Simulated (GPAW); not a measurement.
Crystal: Ru.

```
Ru
1.0
     2.70580    0.00000    0.00000
    -1.35290    2.34329    0.00000
     0.00000    0.00000    4.28190
Ru
2
Direct
  0.66667 0.33333 0.75000
  0.33333 0.66667 0.25000
```

| Item | Value |
| --- | --- |
| Program | GPAW 26.7.0 |
| Task | relaxation of cell and atoms |
| Functional | revPBE |
| Potentials or basis | the program's PAW data sets (release 1.2.1) made for this functional |
| Cutoff | 600 eV |
| Basis | pw |
| k mesh | 8 × 8 × 5 |
| Occupations | fermi-dirac, width 0.05 eV |
| Spin | no spin polarisation |

At the start: pressure 6.8 GPa; volume 13.57 Å³/atom.

Task: Where does the relaxation end?

Result: Over 5 steps the energy falls by 6.6 meV/atom and the volume is 13.87 Å³/atom (+2.2 %); space group P6_3/mmc (No. 194, to 0.05 Å).

The path:
```tsv
step	energy change (eV)	largest force (eV/Å)	pressure (GPa)	volume (Å³)
1	0.0000	0.0000	6.76	27.15
2	-0.0105	0.0001	2.82	27.48
3	-0.0131	0.0000	0.08	27.73
4	-0.0132	0.0000	-0.02	27.74
5	-0.0132	0.0000	-0.05	27.75
```

Final structure:
```yaml
crystal:
  lattice:
    - [2.72723, 0.00000, 0.00000]
    - [-1.36362, 2.36185, 0.00000]
    - [0.00000, 0.00000, 4.30740]
  atoms:
    - { symbol: Ru, position: [0.66667, 0.33333, 0.75000] }
    - { symbol: Ru, position: [0.33333, 0.66667, 0.25000] }
```

Caveat: later steps reuse the first step's grids.
